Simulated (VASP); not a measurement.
# AlN (P6_3mc) in VASP: further runs

One crystal, AlN, is run at these levels: LDA, r2SCAN, PBEsol; tasks: relaxation of cell and atoms.

Everything below comes from runs of VASP 6.6.1. Logs are shortened: lines on timing, memory, paths and dates and some standing lists are left out, and cuts for length are marked.

## Step 1: Starting point

Symmetry: P6_3mc, No. 186, hexagonal system. The conventional cell has a = 3.113 Å, b = 3.113 Å, c = 4.981 Å, α = 90.00°, β = 90.00°, γ = 120.00°. Around Al (site symmetry 3m) lie 4 N at 1.89 Å. N (site symmetry 3m) has 4 Al at 1.89 Å as nearest neighbours.

## Step 2: Relaxation of cell and atoms, LDA

The input, INCAR:

```
SYSTEM = AlN
ALGO = Normal ; EDIFF = 1E-6
EDIFFG = -0.01 ; ENCUT = 600
GGA = CA ; IBRION = 2
ISIF = 3 ; ISMEAR = 0
KPAR = 2 ; LASPH = .TRUE.
LCHARG = .FALSE. ; LREAL = .FALSE.
LWAVE = .FALSE. ; NELM = 80
NSW = 90 ; PREC = Accurate
SIGMA = 0.03
```

The input, KPOINTS:

```
k-points
0
G
  12 12 6
  0 0 0
```

The input, POSCAR:

```
AlN
1.0
    3.1130000000      0.0000000000      0.0000000000
   -1.5565000000      2.6959370820      0.0000000000
    0.0000000000      0.0000000000      4.9810000000
Al N
2 2
Direct
    0.3333333333      0.6666666667      0.0000000000
    0.6666666667      0.3333333333      0.5000000000
    0.3333333333      0.6666666667      0.3800000000
    0.6666666667      0.3333333333      0.8800000000
```

Potentials or basis: VASP PAW LDA potentials, release 64 (Al, N).

Started as:

```sh
$ cat potpaw_LDA.64/Al/POTCAR potpaw_LDA.64/N/POTCAR > POTCAR
$ mpirun -np 2 vasp_std > vasp.out
```

OUTCAR:

```text
SYSTEM = AlN
   EDIFF = 1E-6
   EDIFFG = -0.01
   ENCUT = 600
   GGA = CA
   IBRION = 2
   ISIF = 3
   ISMEAR = 0
   LASPH = .TRUE.
   LREAL = .FALSE.
   NELM = 80
   NSW = 90
   PREC = Accurate

 ion  position               nearest neighbor table
   1  0.333  0.667  0.000-   3 1.89   4 1.89   4 1.89   4 1.89   2 3.07   2 3.07   2 3.07   2 3.07
                             2 3.07   2 3.07
   2  0.667  0.333  0.500-   4 1.89   3 1.89   3 1.89   3 1.89   1 3.07   1 3.07   1 3.07   1 3.07
                             1 3.07   1 3.07
   3  0.333  0.667  0.380-   1 1.89   2 1.89   2 1.89   2 1.89
   4  0.667  0.333  0.880-   2 1.89   1 1.89   1 1.89   1 1.89

  LATTYP: Found a hexagonal cell.
 ALAT       =     3.1130000000
 C/A-ratio  =     1.6000642467

  Lattice vectors:

 A1 = (   3.1130000000,   0.0000000000,   0.0000000000)
 A2 = (  -1.5565000000,   2.6959370820,   0.0000000000)
 A3 = (   0.0000000000,   0.0000000000,   4.9810000000)

Analysis of symmetry for initial positions (statically):
=====================================================================
 Subroutine PRICEL returns:
 Original cell was already a primitive cell.

 Routine SETGRP: Setting up the symmetry group for a
 hexagonal supercell.

 Subroutine GETGRP returns: Found 12 space group operations
 (whereof  6 operations were pure point group operations)
 out of a pool of 24 trial point group operations.

The static configuration has the point symmetry C_3v.
 The point group associated with its full space group is C_6v.

Analysis of symmetry for dynamics (positions and initial velocities):
=====================================================================
 Subroutine PRICEL returns:
 Original cell was already a primitive cell.

 Routine SETGRP: Setting up the symmetry group for a
 hexagonal supercell.

 Subroutine GETGRP returns: Found 12 space group operations
 (whereof  6 operations were pure point group operations)
 out of a pool of 24 trial point group operations.

The dynamic configuration has the point symmetry C_3v.
 The point group associated with its full space group is C_6v.

 Subroutine INISYM returns: Found 12 space group operations
 (whereof  6 operations are pure point group operations),
 and found     1 'primitive' translations

----------------------------------------------------------------------------------------

                                     Primitive cell

  volume of cell :      41.8028

  direct lattice vectors                    reciprocal lattice vectors
     3.113000000  0.000000000  0.000000000     0.321233537  0.185464269  0.000000000
    -1.556500000  2.695937082  0.000000000     0.000000000  0.370928538  0.000000000
     0.000000000  0.000000000  4.981000000     0.000000000  0.000000000  0.200762899

  length of vectors
     3.113000000  3.113000000  4.981000000     0.370928538  0.370928538  0.200762899

  position of ions in fractional coordinates (direct lattice)
     0.333333333  0.666666667  0.000000000
     0.666666667  0.333333333  0.500000000
     0.333333333  0.666666667  0.380000000
     0.666666667  0.333333333  0.880000000

  ion indices of the primitive-cell ions
   primitive index   ion index
                 1           1
                 2           2
                 3           3
                 4           4

----------------------------------------------------------------------------------------

 KPOINTS: k-points

Automatic generation of k-mesh.
 Grid dimensions read from file:
 generate k-points for:   12   12    6

 Generating k-lattice:

  Cartesian coordinates                     Fractional coordinates (reciprocal lattice)
     0.026769461  0.015455356  0.000000000     0.083333333  0.000000000  0.000000000
     0.000000000  0.030910711  0.000000000     0.000000000  0.083333333  0.000000000
     0.000000000  0.000000000  0.033460483     0.000000000  0.000000000  0.166666667

  Length of vectors
     0.030910711  0.030910711  0.033460483

  Shift w.r.t. Gamma in fractional coordinates (k-lattice)
     0.000000000  0.000000000  0.000000000

 Subroutine IBZKPT returns following result:
 ===========================================

 Found     76 irreducible k-points:

 Following reciprocal coordinates:
            Coordinates               Weight
  0.000000  0.000000  0.000000      1.000000
  0.083333  0.000000  0.000000      6.000000
  0.166667  0.000000  0.000000      6.000000
  0.250000  0.000000  0.000000      6.000000
  0.333333  0.000000  0.000000      6.000000
  0.416667  0.000000  0.000000      6.000000
[... 16 lines left out ...]
  0.250000  0.000000  0.166667     12.000000
  0.333333  0.000000  0.166667     12.000000
 [... further k-points ...]
   k-points           NKPTS =     76   k-points in BZ     NKDIM =     76   number of bands    NBANDS=     12
   number of dos      NEDOS =    301   number of ions     NIONS =      4
   total plane-waves  NPLWV =  31360
   dimension x,y,z NGX =    28 NGY =   28 NGZ =   40
   dimension x,y,z NGXF=    56 NGYF=   56 NGZF=   80
   ions per type =               2   2
   NGX,Y,Z   is equivalent  to a cutoff of  14.95, 14.95, 13.35 a.u.
   NGXF,Y,Z  is equivalent  to a cutoff of  29.91, 29.91, 26.70 a.u.
 SYSTEM =  AlN
   PREC   = accura    normal or accurate (medium, high low for compatibility)
   ISTART =      0    job   : 0-new  1-cont  2-samecut
   ICHARG =      2    charge: 1-file 2-atom 10-const
   ISPIN  =      1    spin polarized calculation?
   LNONCOLLINEAR =      F non collinear calculations
   LSORBIT =      F    spin-orbit coupling
   LASPH  =      T    aspherical Exc in radial PAW
   ENCUT  =  600.0 eV  44.10 Ry    6.64 a.u.   6.22  6.22  9.95*2*pi/ulx,y,z
   NELM   =     80;   NELMIN=  2; NELMDL= -5     # of ELM steps
   EDIFF  = 0.1E-05   stopping-criterion for ELM
   LREAL  =      F    real-space projection
   EDIFFG = -.1E-01   stopping-criterion for IOM
   NSW    =     90    number of steps for IOM
   IBRION =      2    ionic relax: 0-MD 1-quasi-New 2-CG
   NFREE  =      1    steps in history (QN), initial steepest desc. (CG)
   ISIF   =      3    stress and relaxation
   ISYM   =      2    0-nonsym 1-usesym 2-fastsym
   POTIM  = 0.5000    time-step for ionic-motion
   TEBEG  =    0.0;   TEEND  =   0.0 temperature during run
   PSTRESS=    0.0 pullay stress
   NELECT =      16.0000    total number of electrons
   NUPDOWN=      -1.0000    fix difference up-down
   EMIN   =  10.00;   EMAX   =-10.00  energy-range for DOS
   EFERMI =   0.00;   METHOD = LEGACY
   ISMEAR =     0;   SIGMA  =   0.03  broadening in eV -4-tet -1-fermi 0-gaus
   EFERMI_NEDOS =   21; number of points for ismear=-14 and -15
   IALGO  =     38    algorithm
   IMIX   =      4    mixing-type and parameters
     AMIX     =   0.40;   BMIX     =  1.00
     AMIX_MAG =   1.60;   BMIX_MAG =  1.00
  volume/ion in A,a.u.               =      10.45        70.52
  Fermi-wavevector in a.u.,A,eV,Ry     =   1.188629  2.246183 19.222843  1.412839
  Thomas-Fermi vector in A             =   2.324754
   LORBIT       =      0    0 simple, 1 ext, 2 COOP (PROOUT), +10 PAW based schemes
   GGA     = CA    functional components
   LHFCALC =     F    Hartree Fock is set to
   AEXX    =    0.0000 exact exchange contribution
   IVDW    =     0    specifies the selected vdW correction
   LEPSILON=     F    determine dielectric tensor
   LRPA    =     F    only Hartree local field effects (RPA)
 conjugate gradient relaxation of ions
 non-spin polarized calculation
 Gauss-broadening in eV      SIGMA  =   0.03
  energy-cutoff  :      600.00
  volume of cell :       41.80
 maximum number of plane-waves:      1412
 NGX is ok and might be reduce to    28
   NGX = 13   NGY = 13   NGZ = 19

--------------------------------------- Ionic step        1  -------------------------------------------

 number of electron      16.0000000 magnetization

 Free energy of the ion-electron system (eV)
  ---------------------------------------------------
  ext. energy  EPLUGINS =         0.00000000
  ---------------------------------------------------
  free energy    TOTEN  =       -32.83093628 eV

  energy without entropy =      -32.83093628  energy(sigma->0) =      -32.83093628

------------------------ aborting loop because EDIFF is reached ----------------------------------------

  FORCE on cell =-STRESS in cart. coord.  units (eV):
  Direction    XX          YY          ZZ          XY          YZ          ZX
  --------------------------------------------------------------------------------------
  -------------------------------------------------------------------------------------
  Total       -1.2479668     -1.2479668     -0.8012143      0.0000000      0.0000000      0.0000000
  in kB      -47.8308618    -47.8308618    -30.7081663      0.0000000      0.0000000      0.0000000
  external PRESSURE =     -42.1232966 kB  Pullay stress =       0.0000000 kB
[... 175 lines left out ...]
  energy  without entropy=      -32.8434953639  energy(sigma->0) =      -32.84349536

--------------------------------------- Ionic step        6  -------------------------------------------

 number of electron      15.9999999 magnetization

 Free energy of the ion-electron system (eV)
  ---------------------------------------------------
  ext. energy  EPLUGINS =         0.00000000
  ---------------------------------------------------
  free energy    TOTEN  =       -32.84353646 eV

  energy without entropy =      -32.84353646  energy(sigma->0) =      -32.84353646

 E-fermi :   6.2906     XC(G=0): -11.3340

 val. band max:        6.0924438069   @ k =   0.0000   0.0000   0.0000
 cond. band min:      10.4984169662   @ k =   0.0000   0.0000   0.0000
 fundamental gap:      4.4059731594
 Fermi energy:         6.2905751431

 k-point     1 :       0.0000    0.0000    0.0000
  band No.  band energies     occupation
      1      -9.0668      2.00000
      2      -6.7798      2.00000
      3      -0.0512      2.00000
      4       5.2053      2.00000
      5       5.2053      2.00000
      6       5.8663      2.00000
      7       5.8663      2.00000
      8       6.0924      2.00000
      9      10.4984      0.00000
     10      12.8053      0.00000
     11      16.7315      0.00000
     12      17.1761      0.00000
[... 331 lines left out ...]
 k-point    24 :       0.3333    0.0000    0.1667
  band No.  band energies     occupation
      1      -7.6714      2.00000
      2      -6.3453      2.00000
      3       1.0677      2.00000
      4       2.0811      2.00000
      5       2.6794      2.00000
      6       4.2724      2.00000
      7       5.2788      2.00000
      8       5.4170      2.00000
      9      11.9161      0.00000
     10      12.6844      0.00000
     11      14.6377      0.00000
     12      16.2558      0.00000

 [... further k-points ...]
[... 5 lines left out ...]
  --------------------------------------------------------------------------------------
  -------------------------------------------------------------------------------------
  Total        0.0171293      0.0171293      0.0329697      0.0000000      0.0000000      0.0000000
  in kB        0.6705507      0.6705507      1.2906410      0.0000000      0.0000000      0.0000000
  external PRESSURE =       0.8772475 kB  Pullay stress =       0.0000000 kB
[... 19 lines left out ...]
  FREE ENERGIE OF THE ION-ELECTRON SYSTEM (eV)
  ---------------------------------------------------
  free  energy   TOTEN  =       -32.8435364594 eV

  energy  without entropy=      -32.8435364594  energy(sigma->0) =      -32.84353646

 reached required accuracy - stopping structural energy minimisation
```

Run time: 27 s. Hardware: 2 MPI ranks of Intel Xeon 6975P-C (Granite Rapids), shared host; peak memory 0.17 GiB.

What came out:

| Quantity | Value |
| --- | --- |
| Free energy | -32.8435 eV |
| Relaxed volume | 10.23 Å³/atom |
| Relaxed cell | a = 3.091 Å, b = 3.091 Å, c = 4.947 Å, α = 90.00°, β = 90.00°, γ = 120.00° |
| Space group after relaxing (to 0.05 Å) | P6_3mc (No. 186) |
| Energy gained by relaxing | 3.2 meV/atom |
| Ionic steps | 6 |
| Pressure after relaxing | 0.1 GPa |
| Largest force after relaxing | 0.005 eV/Å |
| Band gap on the k mesh | 4.41 eV, direct |

Forces on the atoms (eV/Å):
```
Al   0.000  0.000 -0.005
Al   0.000  0.000 -0.005
N    0.000  0.000  0.005
N    0.000  0.000  0.005
```

The path:
```tsv
step	energy change (eV)	largest force (eV/Å)	pressure (GPa)	volume (Å³)
1	0.0000	0.1194	-4.21	41.80
2	-0.0009	0.0854	4.30	40.16
3	-0.0124	0.0200	-0.04	40.96
4	-0.0124	0.0180	0.06	40.94
5	-0.0126	0.0112	0.08	40.93
6	-0.0126	0.0047	0.09	40.93
```

Final structure:
```cif
data_structure
_symmetry_space_group_name_H-M 'P 1'
_symmetry_Int_Tables_number 1
_cell_length_a 3.0909
_cell_length_b 3.0909
_cell_length_c 4.9468
_cell_angle_alpha 90.000
_cell_angle_beta 90.000
_cell_angle_gamma 120.000
_cell_volume 40.93
loop_
_atom_site_label
_atom_site_type_symbol
_atom_site_fract_x
_atom_site_fract_y
_atom_site_fract_z
_atom_site_occupancy
Al1 Al 0.33333 0.66667 0.99905 1
Al2 Al 0.66667 0.33333 0.49905 1
N1 N 0.33333 0.66667 0.38095 1
N2 N 0.66667 0.33333 0.88095 1
```

Levels at points of the mesh, in eV from the valence-band top:
```csv
k point,band 4,band 5,band 6,band 7,band 8,band 9,band 10,band 11,band 12
"(0.00, 0.00, 0.00)",-0.89,-0.89,-0.23,-0.23,0.00,4.41,6.71,10.64,11.08
"(0.50, 0.00, 0.00)",-4.25,-3.43,-2.14,-1.84,-0.71,5.72,5.72,8.25,10.28
"(0.00, 0.00, 0.50)",-3.37,-0.57,-0.57,-0.57,-0.57,6.59,6.59,10.30,10.30
"(0.50, 0.00, 0.50)",-5.74,-1.51,-1.51,-1.40,-1.40,5.25,5.25,9.20,9.20
```

## Step 3: Relaxation of cell and atoms, LDA

This run uses another cell than the first one, of 10.23 Å³/atom, 0.979 times its volume.

Edit INCAR of step 2 so:

```diff
@@ -1,4 +1,4 @@
 SYSTEM = AlN
-ALGO = Normal ; EDIFF = 1E-6
-EDIFFG = -0.01 ; ENCUT = 600
+ALGO = Normal ; EDIFF = 1E-7
+EDIFFG = -0.005 ; ENCUT = 600
 GGA = CA ; IBRION = 2
```

KPOINTS is that of step 2.

The input, POSCAR:

```
AlN                                     
1.0
    3.0908828177     -0.0000000000     -0.0000000000
   -1.5454414088      2.6767830403      0.0000000000
    0.0000000000     -0.0000000000      4.9467950280
  Al              N             
     2     2
Direct
     0.3333333332999970    0.6666666667000030    0.9990489473549474
     0.6666666667000030    0.3333333332999970    0.4990489473549473
     0.3333333332999970    0.6666666667000030    0.3809510526450552
     0.6666666667000030    0.3333333332999970    0.8809510526450551
```

Potentials or basis: VASP PAW LDA potentials, release 64 (Al, N).

Started as:

```sh
$ cat potpaw_LDA.64/Al/POTCAR potpaw_LDA.64/N/POTCAR > POTCAR
$ mpirun -np 2 vasp_std > vasp.out
```

Run time: 17 s. Hardware: 2 MPI ranks of Intel Xeon 6975P-C (Granite Rapids), shared host; peak memory 0.16 GiB.

Results (log left out):

* Free energy: -32.8425 eV
* Relaxed volume: 10.24 Å³/atom
* Relaxed cell: a = 3.091 Å, b = 3.091 Å, c = 4.948 Å, α = 90.00°, β = 90.00°, γ = 120.00°
* Space group after relaxing (to 0.05 Å): P6_3mc (No. 186)
* Energy gained by relaxing: 0.0 meV/atom
* Ionic steps: 3
* Pressure after relaxing: 0.0 GPa
* Band gap on the k mesh: 4.40 eV, direct

Final structure:
```
Al N
1.0
     3.09129    0.00000    0.00000
    -1.54564    2.67714    0.00000
     0.00000    0.00000    4.94792
Al N
2 2
Direct
  0.33333 0.66667 0.99903
  0.66667 0.33333 0.49903
  0.33333 0.66667 0.38097
  0.66667 0.33333 0.88097
```

Levels at points of the mesh, in eV from the valence-band top:
```tsv
k point	band 4	band 5	band 6	band 7	band 8	band 9	band 10	band 11	band 12
(0.00, 0.00, 0.00)	-0.89	-0.89	-0.23	-0.23	0.00	4.40	6.71	10.63	11.08
(0.50, 0.00, 0.00)	-4.25	-3.43	-2.14	-1.84	-0.71	5.72	5.72	8.25	10.27
(0.00, 0.00, 0.50)	-3.37	-0.57	-0.57	-0.57	-0.57	6.59	6.59	10.30	10.30
(0.50, 0.00, 0.50)	-5.74	-1.51	-1.51	-1.40	-1.40	5.25	5.25	9.19	9.19
```

## Step 4: Relaxation of cell and atoms, r2SCAN

The input, INCAR:

```
ALGO = Normal ; EDIFF = 1E-6
EDIFFG = -0.01 ; ENCUT = 600
IBRION = 2 ; ISIF = 3
ISMEAR = 0 ; LASPH = True
LCHARG = False ; LMIXTAU = True
LREAL = False ; LWAVE = False
METAGGA = R2SCAN ; NELM = 80
NSW = 90 ; PREC = Accurate
SIGMA = 0.03
```

The input, KPOINTS:

```
k-points
0
Gamma
  12 12 6
```

The input, POSCAR:

```
AlN
1.0
    3.1130000000      0.0000000000      0.0000000000
   -1.5565000000      2.6959370820      0.0000000000
    0.0000000000      0.0000000000      4.9810000000
Al N
2 2
Direct
    0.3333333333      0.6666666667      0.0000000000
    0.6666666667      0.3333333333      0.5000000000
    0.3333333333      0.6666666667      0.3800000000
    0.6666666667      0.3333333333      0.8800000000
```

Potentials or basis: VASP PAW PBE potentials, release 64 (Al, N).

Started as:

```sh
$ cat potpaw_PBE.64/Al/POTCAR potpaw_PBE.64/N/POTCAR > POTCAR
$ mpirun -np 1 vasp_std > vasp.out
```

Run time: 6.1 min. Hardware: 1 thread of Intel Xeon 6975P-C (Granite Rapids), shared host; peak memory 0.2 GiB.

Results (log left out):

```
Free energy                            : -38.4559 eV
Relaxed volume                         : 10.39 Å³/atom
Relaxed cell                           : a = 3.104 Å, b = 3.104 Å, c = 4.978 Å, α = 90.00°, β = 90.00°, γ = 120.00°
Space group after relaxing (to 0.05 Å) : P6_3mc (No. 186)
Energy gained by relaxing              : 0.5 meV/atom
Ionic steps                            : 6
Pressure after relaxing                : 0.0 GPa
Largest force after relaxing           : 0.004 eV/Å
Band gap on the k mesh                 : 4.94 eV, direct
```

Forces in eV/Å, atoms in the order of the input:
```
Al   0.000  0.000 -0.004
Al   0.000  0.000 -0.004
N    0.000  0.000  0.004
N    0.000  0.000  0.004
```

Stress tensor (GPa, compression positive):
```
 0.09  0.00  0.00
 0.00  0.09  0.00
 0.00  0.00 -0.07
```

The path:
| step | energy change (eV) | largest force (eV/Å) | pressure (GPa) | volume (Å³) |
| --- | --- | --- | --- | --- |
| 1 | 0.0000 | 0.1251 | -1.25 | 41.80 |
| 2 | 0.0001 | 0.0987 | 1.29 | 41.31 |
| 3 | -0.0021 | 0.0151 | -0.03 | 41.56 |
| 4 | -0.0021 | 0.0120 | -0.01 | 41.55 |
| 5 | -0.0021 | 0.0101 | 0.02 | 41.55 |
| 6 | -0.0022 | 0.0039 | 0.04 | 41.54 |

Final structure:
```xyz
4
Lattice="3.1044 0.0000 0.0000 -1.5522 2.6885 0.0000 0.0000 0.0000 4.9777" Properties=species:S:1:pos:R:3 pbc="T T T"
Al    0.0000    1.7923    4.9740
Al    1.5522    0.8962    2.4852
N     0.0000    1.7923    1.8952
N     1.5522    0.8962    4.3841
```

Levels at points of the mesh, in eV from the valence-band top:
```
           k point  band 6  band 7  band 8  band 9  band 10  band 11
(0.00, 0.00, 0.00)   -0.22   -0.22    0.00    4.94     7.56    11.63
(0.50, 0.00, 0.00)   -2.13   -1.77   -0.70    6.45     6.58     9.07
(0.00, 0.00, 0.50)   -0.56   -0.56   -0.56    7.28     7.28    11.33
(0.50, 0.00, 0.50)   -1.49   -1.39   -1.39    6.01     6.01    10.16
```

Caveat: the PAW data sets were made with another functional, which shifts forces and pressure a little.

[end of part 1 of 2]
